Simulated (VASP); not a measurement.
# GaAs (Fm-3m) in VASP: notebook, part 2 of 2

VASP 6.6.1. The steps go on from the part before.

## Step 3: Relaxation of cell and atoms, PBE

This run uses another cell than the first one, of 16.45 Å³/atom, 0.836 times its volume.

INCAR

```
SYSTEM = GaAs
PREC = Accurate ; ENCUT = 600
EDIFF = 1E-7 ; ISMEAR = -1
SIGMA = 0.02 ; LREAL = .False.
LASPH = .True. ; NELM = 100
ALGO = Normal ; ISIF = 3
LWAVE = .False. ; LCHARG = .False.
GGA = PE ; IBRION = 2
NSW = 80 ; EDIFFG = -0.005
```

KPOINTS

```
regular mesh
0
Gamma
  8 8 8
  0 0 0
```

POSCAR

```
GaAs
1.0
    0.0000000000      2.5430690000      2.5430690000
    2.5430690000      0.0000000000      2.5430690000
    2.5430690000      2.5430690000      0.0000000000
Ga As
1 1
Direct
    0.0000000000      0.0000000000      0.0000000000
    0.5000000000      0.5000000000      0.5000000000
```

Potentials or basis: VASP PAW PBE potentials, release 64 (Ga_d, As).

Launch:

```console
$ cat potpaw_PBE.64/Ga_d/POTCAR potpaw_PBE.64/As/POTCAR > POTCAR
$ mpirun -np 1 vasp_std > vasp.out
```

OUTCAR:

```text
SYSTEM = GaAs
   PREC = Accurate
   ENCUT = 600
   EDIFF = 1E-7
   ISMEAR = -1
   LREAL = .False.
   LASPH = .True.
   NELM = 100
   ISIF = 3
   GGA = PE
   IBRION = 2
   NSW = 80
   EDIFFG = -0.005

 ion  position               nearest neighbor table
   1  0.000  0.000  0.000-   2 2.54   2 2.54   2 2.54   2 2.54   2 2.54   2 2.54
   2  0.500  0.500  0.500-   1 2.54   1 2.54   1 2.54   1 2.54   1 2.54   1 2.54

  LATTYP: Found a face centered cubic cell.
 ALAT       =     5.0861380000

  Lattice vectors:

 A1 = (   0.0000000000,   2.5430690000,   2.5430690000)
 A2 = (   2.5430690000,   0.0000000000,   2.5430690000)
 A3 = (   2.5430690000,   2.5430690000,   0.0000000000)

Analysis of symmetry for initial positions (statically):
=====================================================================
 Subroutine PRICEL returns:
[... 343 lines left out ...]
      7       4.9641      1.99976
      8       5.1765      0.33804
      9       5.1765      0.33802
     10       5.1765      0.33802
     11      12.4597      0.00000
     12      12.4597      0.00000
     13      12.4597      0.00000
[... 354 lines left out ...]
  band No.  band energies     occupation
      1      -9.6299      2.00000
      2      -9.5724      2.00000
      3      -9.5321      2.00000
      4      -9.5184      2.00000
      5      -9.5022      2.00000
      6      -5.2444      2.00000
      7      -1.7745      2.00000
      8       2.5129      2.00000
      9       3.2599      2.00000
     10       7.1713      0.00000
     11       8.4954      0.00000
     12      11.7489      0.00000
     13      13.2223      0.00000

 [... further k-points ...]

------------------------ aborting loop because EDIFF is reached ----------------------------------------

  FORCE on cell =-STRESS in cart. coord.  units (eV):
  Direction    XX          YY          ZZ          XY          YZ          ZX
  --------------------------------------------------------------------------------------
  -------------------------------------------------------------------------------------
  Total       -0.0028772     -0.0028772     -0.0028772     -0.0000000     -0.0000000     -0.0000000
  in kB       -0.1168719     -0.1168719     -0.1168719     -0.0000000     -0.0000000     -0.0000000
  external PRESSURE =      -0.1168719 kB  Pullay stress =       0.0000000 kB
[... 17 lines left out ...]
  FREE ENERGIE OF THE ION-ELECTRON SYSTEM (eV)
  ---------------------------------------------------
  free  energy   TOTEN  =        -7.6303634083 eV

  energy  without entropy=       -7.6272280969  energy(sigma->0) =       -7.62879575

 reached required accuracy - stopping structural energy minimisation
```

Wall time 2 min (1 thread of Intel Xeon Platinum 8488C (Sapphire Rapids), shared host); peak memory 0.18 GiB.

What came out:

```
Free energy                            : -7.6304 eV
Relaxed volume                         : 19.72 Å³/atom
Relaxed cell                           : a = 3.821 Å, b = 3.821 Å, c = 3.821 Å, α = 60.00°, β = 60.00°, γ = 60.00°
Space group after relaxing (to 0.05 Å) : Fm-3m (No. 225)
Energy gained by relaxing              : 163.8 meV/atom
Ionic steps                            : 5
Pressure after relaxing                : 0.0 GPa
Band gap on the k mesh                 : none (metal or under the smearing width)
```

Step by step:
```tsv
step	energy change (eV)	largest force (eV/Å)	pressure (GPa)	volume (Å³)
1	0.0000	0.0000	19.20	32.89
2	-0.2625	0.0000	-5.10	43.19
3	-0.3277	0.0000	0.14	39.35
4	-0.3277	0.0000	-0.07	39.49
5	-0.3277	0.0000	-0.01	39.44
```

Final structure:
```yaml
crystal:
  lattice:
    - [0.00000, 2.70175, 2.70175]
    - [2.70175, 0.00000, 2.70175]
    - [2.70175, 2.70175, 0.00000]
  atoms:
    - { symbol: Ga, position: [0.00000, 0.00000, 0.00000] }
    - { symbol: As, position: [0.50000, 0.50000, 0.50000] }
```

Levels at points of the mesh, in eV from the Fermi level:
```tsv
k point	band 7	band 8	band 9	band 10	band 11	band 12
(0.00, 0.00, 0.00)	-0.18	0.03	0.03	0.03	7.32	7.32
(0.50, 0.00, 0.00)	-7.51	0.22	0.22	2.65	2.99	2.99
(0.50, 0.50, 0.00)	-5.41	-3.60	-2.50	-2.50	3.65	9.94
```

Caveat: the volume moved by over 15 % at a fixed basis, so the end points are rough.

## Step 4: Single point, r2SCAN

This run uses another cell than the first one, of 18.92 Å³/atom, 0.962 times its volume.

POSCAR

```
GaAs
1.0
    0.0000000000      2.6645247171      2.6645247171
    2.6645247171      0.0000000000      2.6645247171
    2.6645247171      2.6645247171      0.0000000000
Ga As
1 1
Direct
    0.0000000000      0.0000000000      0.0000000000
    0.5000000000      0.5000000000      0.5000000000
```

INCAR.step1

```
  ALGO = Normal
  EDIFF = 1E-4
  ENCUT = 520
  GGA = PE
  ISMEAR = -1
  LASPH = T
  LCHARG = F
  LREAL = F
  LWAVE = T
  NBANDS = 16
  NELM = 100
  PREC = Accurate
  SIGMA = 0.02
```

INCAR.step2

```
  ALGO = Normal
  EDIFF = 1E-7
  ENCUT = 520
  ISIF = 2
  ISMEAR = -1
  ISTART = 1
  LASPH = T
  LCHARG = T
  LELF = T
  LMIXTAU = T
  LREAL = F
  LVHAR = T
  LWAVE = F
  METAGGA = R2SCAN
  NBANDS = 16
  NELM = 100
  PREC = Accurate
  SIGMA = 0.02
```

KPOINTS

```
k-points
0
Gamma
  8 8 8
```

Launch:

```console
$ cat potpaw_PBE.64/Ga_d/POTCAR potpaw_PBE.64/As/POTCAR > POTCAR
$ cp INCAR.step1 INCAR
$ mpirun -np 1 vasp_std > vasp.out
$ cp INCAR.step2 INCAR
$ mpirun -np 1 vasp_std > vasp.out
```

Wall time 85 s (1 thread of Intel Xeon Platinum 8488C (Sapphire Rapids), shared host); peak memory 0.17 GiB.

Results (log left out):

| Quantity | Value |
| --- | --- |
| Free energy | -26.2175 eV |
| Pressure | 0.0 GPa |
| Band gap on the k mesh | none (metal or under the smearing width) |

Levels at points of the mesh, in eV from the Fermi level:
```tsv
k point	band 7	band 8	band 9	band 10	band 11	band 12
(0.00, 0.00, 0.00)	-0.03	-0.03	-0.03	0.59	7.80	7.80
(0.50, 0.00, 0.00)	-8.06	0.21	0.21	3.16	3.16	3.20
(0.50, 0.50, 0.00)	-5.89	-3.57	-2.79	-2.79	3.98	10.97
```

Caveat: the PAW data sets were made with another functional, which shifts forces and pressure a little.

## Step 5: Relaxation of cell and atoms, r2SCAN

POSCAR

```
GaAs
1.0
    0.0000000000      2.6993238816      2.6993238816
    2.6993238816      0.0000000000      2.6993238816
    2.6993238816      2.6993238816      0.0000000000
Ga As
1 1
Direct
    0.0000000000      0.0000000000      0.0000000000
    0.5000000000      0.5000000000      0.5000000000
```

INCAR.step1

```
SYSTEM = GaAs
PREC = Accurate ; ENCUT = 600
ISMEAR = -1 ; SIGMA = 0.02
LREAL = .FALSE. ; LASPH = .TRUE.
NELM = 100 ; GGA = PE
ALGO = Normal ; EDIFF = 1E-4
LWAVE = .TRUE. ; LCHARG = .FALSE.
```

INCAR.step2

```
SYSTEM = GaAs
PREC = Accurate ; ENCUT = 600
EDIFF = 1E-7 ; ISMEAR = -1
SIGMA = 0.02 ; LREAL = .FALSE.
LASPH = .TRUE. ; NELM = 100
ALGO = Normal ; ISIF = 3
LWAVE = .FALSE. ; LCHARG = .FALSE.
METAGGA = R2SCAN ; LMIXTAU = .TRUE.
IBRION = 2 ; NSW = 80
EDIFFG = -0.005 ; ISTART = 1
```

KPOINTS

```
Automatic mesh
0
G
  8 8 8
  0 0 0
```

Potentials or basis: VASP PAW PBE potentials, release 64 (Ga_d, As).

Launch:

```console
$ cat potpaw_PBE.64/Ga_d/POTCAR potpaw_PBE.64/As/POTCAR > POTCAR
$ cp INCAR.step1 INCAR
$ mpirun -np 1 vasp_std > vasp.out
$ cp INCAR.step2 INCAR
$ mpirun -np 1 vasp_std > vasp.out
```

OUTCAR:

```text
SYSTEM = GaAs
   PREC = Accurate
   ENCUT = 600
   EDIFF = 1E-7
   ISMEAR = -1
   LREAL = .FALSE.
   LASPH = .TRUE.
   NELM = 100
   ISIF = 3
   METAGGA = R2SCAN
   IBRION = 2
   NSW = 80
   EDIFFG = -0.005
   ISTART = 1

 ion  position               nearest neighbor table
   1  0.000  0.000  0.000-   2 2.70   2 2.70   2 2.70   2 2.70   2 2.70   2 2.70
   2  0.500  0.500  0.500-   1 2.70   1 2.70   1 2.70   1 2.70   1 2.70   1 2.70

  LATTYP: Found a face centered cubic cell.
 ALAT       =     5.3986477632

  Lattice vectors:

 A1 = (   0.0000000000,   2.6993238816,   2.6993238816)
 A2 = (   2.6993238816,   0.0000000000,   2.6993238816)
 A3 = (   2.6993238816,   2.6993238816,   0.0000000000)

Analysis of symmetry for initial positions (statically):
=====================================================================
 Subroutine PRICEL returns:
 Original cell was already a primitive cell.

 Routine SETGRP: Setting up the symmetry group for a
 face centered cubic supercell.

 Subroutine GETGRP returns: Found 48 space group operations
 (whereof 48 operations were pure point group operations)
 out of a pool of 48 trial point group operations.

The static configuration has the point symmetry O_h .

Analysis of symmetry for dynamics (positions and initial velocities):
[... 270 lines left out ...]
 Free energy of the ion-electron system (eV)
  ---------------------------------------------------
  ext. energy  EPLUGINS =         0.00000000
  ---------------------------------------------------
  free energy    TOTEN  =       -26.21916649 eV

  energy without entropy =      -26.21616089  energy(sigma->0) =      -26.21766369

 E-fermi :   5.4059     XC(G=0): -11.5058

 val. band max:        5.3947552680   @ k =   0.2500   0.0000   0.0000
 cond. band min:       5.4101025248   @ k =  -0.3750   0.1250   0.0000
 fundamental gap:      0.0153472568
 Fermi energy:         5.4058826024

 k-point     1 :       0.0000    0.0000    0.0000
  band No.  band energies     occupation
      1      -9.9374      2.00000
      2      -9.9374      2.00000
      3      -9.9082      2.00000
      4      -9.9082      2.00000
      5      -9.9081      2.00000
      6      -8.5152      2.00000
      7       5.3778      1.60550
      8       5.3779      1.60470
      9       5.3779      1.60470
     10       5.9976      0.00000
     11      13.2063      0.00000
     12      13.2063      0.00000
     13      13.2063      0.00000
[... 354 lines left out ...]
  band No.  band energies     occupation
      1     -10.0320      2.00000
      2      -9.9595      2.00000
      3      -9.9050      2.00000
      4      -9.8886      2.00000
      5      -9.8697      2.00000
      6      -5.5176      2.00000
      7      -2.0049      2.00000
      8       2.5584      2.00000
      9       3.3503      2.00000
     10       7.7102      0.00000
     11       9.1056      0.00000
     12      12.6869      0.00000
     13      14.3463      0.00000

 [... further k-points ...]

------------------------ aborting loop because EDIFF is reached ----------------------------------------

  FORCE on cell =-STRESS in cart. coord.  units (eV):
  Direction    XX          YY          ZZ          XY          YZ          ZX
  --------------------------------------------------------------------------------------
  -------------------------------------------------------------------------------------
  Total       -0.0054533     -0.0054533     -0.0054533     -0.0000000      0.0000000      0.0000000
  in kB       -0.2308647     -0.2308647     -0.2308647     -0.0000000      0.0000000      0.0000000
  external PRESSURE =      -0.2308647 kB  Pullay stress =       0.0000000 kB
[... 17 lines left out ...]
  FREE ENERGIE OF THE ION-ELECTRON SYSTEM (eV)
  ---------------------------------------------------
  free  energy   TOTEN  =       -26.2191664880 eV

  energy  without entropy=      -26.2161608856  energy(sigma->0) =      -26.21766369

 reached required accuracy - stopping structural energy minimisation
```

OUTCAR.step1:

```text
SYSTEM = GaAs
   PREC = Accurate
   ENCUT = 600
   ISMEAR = -1
   LREAL = .FALSE.
   LASPH = .TRUE.
[... 605 lines left out ...]
      0.00000      0.00000      0.00000         0.000000     -0.000000     -0.000000
      2.69932      2.69932      2.69932         0.000000      0.000000      0.000000
 -----------------------------------------------------------------------------------
    total drift:                               -0.000000      0.000000      0.000000

  FREE ENERGIE OF THE ION-ELECTRON SYSTEM (eV)
  ---------------------------------------------------
  free  energy   TOTEN  =        -7.6309986967 eV

  energy  without entropy=       -7.6278596494  energy(sigma->0) =       -7.62942917
```

Wall time 5.7 min (1 thread of Intel Xeon Platinum 8488C (Sapphire Rapids), shared host); peak memory 0.19 GiB.

Results:

```
Free energy                            : -26.2192 eV
Relaxed volume                         : 18.92 Å³/atom
Relaxed cell                           : a = 3.769 Å, b = 3.769 Å, c = 3.769 Å, α = 60.00°, β = 60.00°, γ = 60.00°
Space group after relaxing (to 0.05 Å) : Fm-3m (No. 225)
Energy gained by relaxing              : 7.3 meV/atom
Ionic steps                            : 4
Pressure after relaxing                : 0.0 GPa
Band gap on the k mesh                 : none (metal or under the smearing width)
```

The path:
| step | energy change (eV) | largest force (eV/Å) | pressure (GPa) | volume (Å³) |
| --- | --- | --- | --- | --- |
| 1 | 0.0000 | 0.0000 | -2.94 | 39.34 |
| 2 | -0.0129 | 0.0000 | 1.20 | 37.31 |
| 3 | -0.0147 | 0.0000 | 0.04 | 37.82 |
| 4 | -0.0147 | 0.0000 | -0.02 | 37.85 |

Final structure:
```yaml
crystal:
  lattice:
    - [0.00000, 2.66477, 2.66477]
    - [2.66477, 0.00000, 2.66477]
    - [2.66477, 2.66477, 0.00000]
  atoms:
    - { symbol: Ga, position: [0.00000, 0.00000, 0.00000] }
    - { symbol: As, position: [0.50000, 0.50000, 0.50000] }
```

Levels at points of the mesh, in eV from the Fermi level:
```tsv
k point	band 7	band 8	band 9	band 10	band 11	band 12
(0.00, 0.00, 0.00)	-0.03	-0.03	-0.03	0.59	7.80	7.80
(0.50, 0.00, 0.00)	-8.05	0.21	0.21	3.16	3.16	3.20
(0.50, 0.50, 0.00)	-5.89	-3.57	-2.78	-2.78	3.98	10.97
```

Caveat: the PAW data sets were made with another functional, which shifts forces and pressure a little.

## Step 6: Single point, HSE06

This run uses another cell than the first one, of 18.92 Å³/atom, 0.962 times its volume.

POSCAR

```
GaAs
1.0
    0.0000000000      2.6645247171      2.6645247171
    2.6645247171      0.0000000000      2.6645247171
    2.6645247171      2.6645247171      0.0000000000
Ga As
1 1
Direct
    0.0000000000      0.0000000000      0.0000000000
    0.5000000000      0.5000000000      0.5000000000
```

INCAR.step1

```
PREC = Accurate
ENCUT = 520
EDIFF = 1E-5
ISMEAR = -1
SIGMA = 0.02
LREAL = F
LASPH = T
NELM = 100
ALGO = Normal
ISIF = 2
LWAVE = T
LCHARG = F
NBANDS = 16
GGA = PE
```

INCAR.step2

```
PREC = Accurate
ENCUT = 520
EDIFF = 1E-6
ISMEAR = -1
SIGMA = 0.02
LREAL = F
LASPH = T
NELM = 100
ALGO = Normal
ISIF = 2
LWAVE = F
LCHARG = F
GGA = PE
LHFCALC = T
HFSCREEN = 0.2079
PRECFOCK = Normal
NBANDS = 16
ISTART = 1
```

KPOINTS

```
Automatic mesh
0
Gamma
  6 6 6
```

Potentials or basis: VASP PAW PBE potentials, release 64 (Ga_d, As).

Launch:

```console
$ cat potpaw_PBE.64/Ga_d/POTCAR potpaw_PBE.64/As/POTCAR > POTCAR
$ cp INCAR.step1 INCAR
$ mpirun -np 1 vasp_std > vasp.out
$ cp INCAR.step2 INCAR
$ mpirun -np 1 vasp_std > vasp.out
```

Run time: 54 min. Hardware: 1 thread of Intel Xeon Platinum 8488C (Sapphire Rapids), shared host; peak memory 0.28 GiB.

It converged, with:

- Free energy: -9.0100 eV
- Pressure: -0.2 GPa
- Band gap on the k mesh: none (metal or under the smearing width)

Levels at points of the mesh, in eV from the Fermi level:
```
           k point  band 5  band 6  band 7  band 8  band 9  band 10  band 11  band 12  band 13  band 14
(0.00, 0.00, 0.00)  -17.73  -14.93   -0.07   -0.07   -0.07     0.70     7.87     7.87     7.87     8.70
(0.50, 0.00, 0.00)  -17.70  -12.26   -8.75    0.17    0.17     3.21     3.37     3.37     5.17    13.42
(0.50, 0.50, 0.00)  -17.68  -11.27   -6.46   -3.75   -3.05    -3.05     3.87    11.45    11.45    13.54
```

Caveat: the PAW data sets were made with another functional, which shifts forces and pressure a little.

## Step 7: Summary

```csv
task,level,cell,k mesh,cutoff (eV),exchange at q = 0,grid for exact exchange (PRECFOCK),screening parameter,gap on the mesh (eV),pressure (GPa),relaxed volume (Å³/atom)
single point,PBE,"Fm-3m, 19.67 Å³/atom",8 × 8 × 8,520,-,-,-,none,0.2,-
relaxation of cell and atoms,PBE,relaxed,8 × 8 × 8,600,-,-,-,none,0.0,19.72
single point,r2SCAN,"Fm-3m, 18.92 Å³/atom",8 × 8 × 8,520,-,-,-,none,0.0,-
relaxation of cell and atoms,r2SCAN,relaxed,8 × 8 × 8,600,-,-,-,none,0.0,18.92
single point,HSE06,"Fm-3m, 18.92 Å³/atom",6 × 6 × 6,520,truncated,Normal,0.2079 1/A,none,-0.2,-
```

Alike in all rows: potentials or basis VASP PAW PBE potentials, release 64 (Ga_d, As); no spin polarisation; smearing fermi-dirac 0.02 eV.

Every run on the cell as given and a fine mesh finds a metal. The pressure there spans -0.2 GPa (HSE06) to 0.2 GPa (PBE); a positive pressure means that this level wants a larger cell, a negative one a smaller.

Caveats: the PAW data sets were made with another functional, which shifts forces and pressure a little (some runs); the volume moved by over 15 % at a fixed basis, so the end points are rough (some runs).

Total energies depend on the potentials used, so only differences within one code and one set of settings carry meaning.
